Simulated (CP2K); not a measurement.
Input of a CP2K 2026.2 run:

The input zns_bands.inp:

```
&GLOBAL
  PROJECT zns_bands
  RUN_TYPE ENERGY_FORCE
  PRINT_LEVEL LOW
&END GLOBAL
&FORCE_EVAL
  METHOD QS
  STRESS_TENSOR ANALYTICAL
  &DFT
    BASIS_SET_FILE_NAME BASIS_MOLOPT_UZH
    POTENTIAL_FILE_NAME POTENTIAL_UZH
    &MGRID
      CUTOFF 450
      REL_CUTOFF 60
      NGRIDS 5
    &END MGRID
    &QS
      METHOD GPW
      EPS_DEFAULT 1.0E-10
    &END QS
    &KPOINTS
      SCHEME MONKHORST-PACK 9 9 9
      GAMMA_CENTERED T
      SYMMETRY T
      SYMMETRY_BACKEND SPGLIB
    &END KPOINTS
    &SCF
      SCF_GUESS ATOMIC
      EPS_SCF 1.0E-6
      MAX_SCF 100
      ADDED_MOS 10
      CHOLESKY OFF
      EPS_EIGVAL 1.0E-7
      &DIAGONALIZATION ON
        ALGORITHM STANDARD
      &END DIAGONALIZATION
      &MIXING ON
        METHOD BROYDEN_MIXING
        ALPHA 0.4
        BETA 1.5
        NBUFFER 8
      &END MIXING
      &SMEAR ON
        METHOD FERMI_DIRAC
        ELECTRONIC_TEMPERATURE [K] 580.226
      &END SMEAR
    &END SCF
    &XC
      &XC_FUNCTIONAL
        &GGA_X_PBE_SOL
        &END GGA_X_PBE_SOL
        &GGA_C_PBE_SOL
        &END GGA_C_PBE_SOL
      &END XC_FUNCTIONAL
    &END XC
    &PRINT
      &KPOINTS ON
      &END KPOINTS
      &MULLIKEN ON
      &END MULLIKEN
      &MO ON
        ENERGIES T
        OCCUPATION_NUMBERS T
        &EACH
          QS_SCF 0
        &END EACH
        ADD_LAST NUMERIC
      &END MO
      &LOWDIN ON
      &END LOWDIN
      &HIRSHFELD ON
        SHAPE_FUNCTION DENSITY
      &END HIRSHFELD
      &BAND_STRUCTURE
        FILE_NAME bands.bs
        ADDED_MOS 4
        &KPOINT_SET
          UNITS B_VECTOR
          NPOINTS 6
          SPECIAL_POINT GAMMA 0.00000000 0.00000000 0.00000000
          SPECIAL_POINT X 0.50000000 0.00000000 0.50000000
          SPECIAL_POINT W 0.50000000 0.25000000 0.75000000
          SPECIAL_POINT K 0.37500000 0.37500000 0.75000000
          SPECIAL_POINT GAMMA 0.00000000 0.00000000 0.00000000
          SPECIAL_POINT L 0.50000000 0.50000000 0.50000000
          SPECIAL_POINT U 0.62500000 0.25000000 0.62500000
          SPECIAL_POINT W 0.50000000 0.25000000 0.75000000
          SPECIAL_POINT L 0.50000000 0.50000000 0.50000000
          SPECIAL_POINT K 0.37500000 0.37500000 0.75000000
        &END KPOINT_SET
        &KPOINT_SET
          UNITS B_VECTOR
          NPOINTS 6
          SPECIAL_POINT U 0.62500000 0.25000000 0.62500000
          SPECIAL_POINT X 0.50000000 0.00000000 0.50000000
        &END KPOINT_SET
      &END BAND_STRUCTURE
    &END PRINT
  &END DFT
  &SUBSYS
    &CELL
      A 3.8212050455 0.0000000000 0.0000000000
      B 1.9106025228 3.3092606425 0.0000000000
      C 1.9106025228 1.1030868808 3.1200008547
      PERIODIC XYZ
    &END CELL
    &COORD
      SCALED
      Zn  0.7500000000 0.7500000000 0.7500000000
      S   0.0000000000 0.0000000000 0.0000000000
    &END COORD
    &KIND Zn
      BASIS_SET TZVP-MOLOPT-PBE-GTH-q12
      POTENTIAL GTH-PBE-q12
    &END KIND
    &KIND S
      BASIS_SET TZVP-MOLOPT-PBE-GTH-q6
      POTENTIAL GTH-PBE-q6
    &END KIND
    &PRINT
      &ATOMIC_COORDINATES ON
      &END ATOMIC_COORDINATES
      &CELL ON
      &END CELL
      &SYMMETRY ON
      &END SYMMETRY
    &END PRINT
  &END SUBSYS
  &PRINT
    &FORCES ON
    &END FORCES
    &STRESS_TENSOR ON
    &END STRESS_TENSOR
  &END PRINT
&END FORCE_EVAL
```

Potentials or basis: POTENTIAL_UZH Zn GTH-PBE-q12, S GTH-PBE-q6; TZVP-MOLOPT-PBE-GTH basis.

The run is started by

```console
$ OMP_NUM_THREADS=1 cp2k.psmp -i zns_bands.inp -o zns_bands.out
```

(1) Estimate the band gap on the k mesh.

(2) Predict the band gap along the path.

(3) What does it give for the pressure?

## Answers

(1) 1.90 eV, direct.

(2) 1.90 eV, direct.

(3) -1.3 GPa.

Caveat: the potentials were made for another functional, which shifts forces and pressure; the basis of atomic orbitals isn't converged, which shifts pressures, moduli and gaps.

**Measured values to compare with.**

“Electronic, vibrational, and thermodynamic properties of ZnS (zincblende and rocksalt structure)”, 2009, arxiv:0911.5022 quotes, for a bulk crystal of ZnS at 19 K: band gap 3.85 eV (direct).

Measured gap of ZnS: 3.85 eV (direct; 19 K; quoted in “Electronic, vibrational, and thermodynamic properties of ZnS (zincblende and rocksalt structure)”, 2009, arxiv:0911.5022). This calculation gives 1.90 eV (-1.95 eV). So large a miss can be the level of theory's own, or it may mean another phase, state or a wrong row. The value is that of PBEsol in an atomic basis (POTENTIAL_UZH Zn GTH-PBE-q12, S GTH-PBE-q6; TZVP-MOLOPT-PBE-GTH basis), whose error adds to the functional's,, without temperature or zero-point motion. Semilocal functionals fall short of measured gaps as a rule.
